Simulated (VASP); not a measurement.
Crystal: Si.

```
Si
1.0
     0.00000    2.72185    2.72185
     2.72185    0.00000    2.72185
     2.72185    2.72185    0.00000
Si
2
Direct
  0.50000 0.50000 0.50000
  0.75000 0.75000 0.75000
```

Base run:

```yaml
Program: VASP 6.6.1
Functional: PBE0
Potentials_or_basis: VASP PAW PBE potentials, release 64 (Si)
Cutoff: 520 eV
k_mesh: 6 × 6 × 6
Occupations: gaussian, width 0.02 eV
Spin: no spin polarisation
```

Its results: band gap on the k mesh 1.97 eV, indirect (least direct gap 3.99 eV); pressure -0.7 GPa.

The run is repeated on the same cell with these changes: functional from PBE0 to r2SCAN-EpsX. What comes out?

Band gap on the k mesh 1.25 eV, indirect (least direct gap 3.12 eV); pressure -0.5 GPa.

Caveats: the PAW data sets were made with another functional, which shifts forces and pressure a little; the mesh misses the band edges, which the band path finds closer together.
